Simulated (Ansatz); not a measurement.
# NaCl: a tetragonal deformation path

The task here is to estimate one member of a computed series from the others.

The COD cell was measured well above room temperature, so it is larger than a cold one.

Computed with Ansatz 0.2.0 (DFT PBEsol, scalar-relativistic, plane waves, PAW, unless a step's input says otherwise).

## Starting point

It takes space group Fm-3m (No. 225, cubic). Conventional cell: a = 5.663 Å, b = 5.663 Å, c = 5.663 Å, α = 90.00°, β = 90.00°, γ = 90.00°. Na (site symmetry m-3m) has 6 Cl at 2.83 Å in its first shell of neighbours. Cl (site symmetry m-3m) is surrounded by 6 Na at 2.83 Å.

Structure file:

```cif
data_structure
_symmetry_space_group_name_H-M 'P 1'
_symmetry_Int_Tables_number 1
_cell_length_a 4.0047
_cell_length_b 4.0047
_cell_length_c 4.0047
_cell_angle_alpha 60.000
_cell_angle_beta 60.000
_cell_angle_gamma 60.000
_cell_volume 45.41
loop_
_atom_site_label
_atom_site_type_symbol
_atom_site_fract_x
_atom_site_fract_y
_atom_site_fract_z
_atom_site_occupancy
Na1 Na 0.00000 0.00000 0.00000 1
Cl1 Cl 0.50000 0.50000 0.50000 1
```

The cell is taken as given, not relaxed at this level.

The first run:

At fixed volume and fractional coordinates, lengths along (0.000, 0.000, 1.000) are scaled against those across it; ρ is that ratio over its starting value.

input.yaml

```yaml
crystal:
  lattice:
    - [0.0, 3.1786919196, 2.2473351872]
    - [3.1786919196, 0.0, 2.2473351872]
    - [3.1786919196, 3.1786919196, 0.0]
  atoms:
    - { symbol: Na, position: [0.0, 0.0, 0.0] }
    - { symbol: Cl, position: [0.5, 0.5, 0.5] }
basis:
  ecutwfc: 420
kpoints:
  mp_grid: { grid: [8, 8, 8] }
hamiltonian:
  xc: pbesol
scf:
  occupations: { method: gaussian, width: 0.05 }
output:
  forces: true
  stress: true
  eigenvalues: true
```

Started as:

```sh
$ ansatz run input.yaml --threads 1 --pin off --max-ram 2560MiB --backend cpu --events-out ev --progress --plain --runs-dir out
```

Steps of the session up to this table: Point ρ = 0.707; ρ = 1.414; ρ = 0.850; Point ρ = 1.200; Point ρ = 0.780; At ρ = 1.300; At ρ = 0.920; ρ = 1.100; Point ρ = 0.650; Point ρ = 1.500; ρ = 0.960; At ρ = 1.050.

One table of the session follows, with a row left open; its other results are not shown here.

The scan, with free energies counted from the undisturbed cell:

```
    ρ  ΔE (meV/atom)  pressure (GPa)  gap on the mesh (eV)
0.650          739.5            16.4                  4.84
0.707          395.1             9.3                  4.86
0.780          163.1             3.9                  4.86
0.850           58.5             1.0                  4.86
0.920           13.3            -0.3                  4.87
0.960            3.0            -0.7                  4.88
1.000            0.0            -0.8                  4.89
1.050            3.8            -0.6                  4.87
1.100           13.8            -0.3                  4.87
1.200           48.0             1.0                  4.93
1.300              ?               ?                     ?
1.414          173.2             5.5                  4.94
1.500          243.5             7.7                  4.91
```

Q: Estimate the row for ρ = 1.300 from the others.

Worked estimate for «ΔE (meV/atom)». A straight line through the neighbours (1.200, 48.0) and (1.414, 173.2) gives 48.0 + (173.2 − 48.0) × (1.300 − 1.200) / (1.414 − 1.200) = 106.5; a parabola fitted to 4 rows on both sides gives 97.7.

**Answer.** ΔE (meV/atom): 97.9; pressure (GPa): 2.9; gap on the mesh (eV): 4.95. In «ΔE (meV/atom)» the line misses by +8.6 and the parabola by -0.2.
